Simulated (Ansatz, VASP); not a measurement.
One calculation of MgO (Periclase), two programs

```
CELL_PARAMETERS angstrom
0.00000 2.12688 2.12688
2.12688 0.00000 2.12688
2.12688 2.12688 0.00000
ATOMIC_POSITIONS crystal
Mg 0.00000 0.00000 0.00000
O 0.50000 0.50000 0.50000
```

Alike in both runs: functional PBE; k mesh 10 × 10 × 10; no spin polarisation.

Ansatz relaxed the structure, and its values are those at the end. VASP's run is a single point on that final structure, the one shown.

```csv
,VASP,Ansatz
version,VASP 6.6.1,Ansatz 0.2.0
potentials or method,"VASP PAW PBE potentials, release 64 (Mg, O)","scalar-relativistic, plane waves, PAW"
plane-wave cutoff (eV),520,420
occupations,"gaussian, width 0.01 eV",fixed
valence electrons in the cell,8,16
```

Ansatz gave:

- gap on the k mesh at the Fermi level (eV): 4.46
- least direct gap on the mesh (eV): 4.46
- pressure (GPa): 0.0

Question: What did VASP give for the same quantities?

Answer: gap on the k mesh at the Fermi level (eV): 4.44; least direct gap on the mesh (eV): 4.44; pressure (GPa): -0.7.

The two sets of potentials don't hold the same shells in valence.
